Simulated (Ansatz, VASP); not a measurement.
## Tl in VASP and in Ansatz

The input INCAR:

```
SYSTEM = Tl
  PREC = Accurate
  ENCUT = 520
  EDIFF = 1E-6
  ISMEAR = -1
  SIGMA = 0.1
  LREAL = .False.
  LASPH = .True.
  NELM = 100
  ALGO = Normal
  ISIF = 2
  LWAVE = .False.
  LCHARG = .True.
  GGA = B5
  ALDAX = 1.0
  AGGAX = 1.0
  AGGAC = 1.0
  ALDAC = 0.0
  LELF = .True.
  LVHAR = .True.
  NBANDS = 12
```

File KPOINTS:

```
Automatic mesh
0
Gamma
  12 12 12
  0 0 0
```

The input POSCAR:

```
Tl
1.0
   -2.1511627204      2.1511627204      2.1511627204
    2.1511627204     -2.1511627204      2.1511627204
    2.1511627204      2.1511627204     -2.1511627204
Tl
1
Direct
    0.0000000000      0.0000000000      0.0000000000
```

Input for Ansatz:

```yaml
crystal:
  lattice:
    - [-2.1511627204, 2.1511627204, 2.1511627204]
    - [2.1511627204, -2.1511627204, 2.1511627204]
    - [2.1511627204, 2.1511627204, -2.1511627204]
  atoms:
    - { symbol: Tl, position: [0.0, 0.0, 0.0] }
hamiltonian:
  xc: blyp
  pseudopotentials:
    kind: paw
    azcp:
      Tl: "pseudopotentials/Tl.paw.azcp"
basis:
  ecutwfc: 420
  fft_grid_basis: typed
kpoints:
  mp_grid: { grid: [12, 12, 12], shift: [0, 0, 0] }
magnetization:
  spin_polarized: false
scf:
  occupations: { method: fermi_dirac, width: 0.1 }
  lower_state_search: "off"
output:
  stress: true
```

Alike in both runs: task single point; functional BLYP; k mesh 12 × 12 × 12; occupations fermi-dirac, width 0.1 eV; no spin polarisation.

```csv
,VASP,Ansatz
version,VASP 6.6.1,Ansatz 0.2.0
potentials or method,"VASP PAW PBE potentials, release 64 (Tl_d)","plane waves (420 eV) with PAW, scalar-relativistic"
plane-wave cutoff (eV),520,420
valence electrons in the cell,13,13
```

```tsv
	VASP	Ansatz	Ansatz less VASP
pressure (GPa)	-1.5	-1.5	+0.02
```

With one functional, cell and mesh, what is left measures potentials, basis and numerics.

Caveats: the PAW data sets were made with another functional, which shifts forces and pressure a little (VASP). The runs have no spin-orbit coupling, so splittings on Tl are missing.
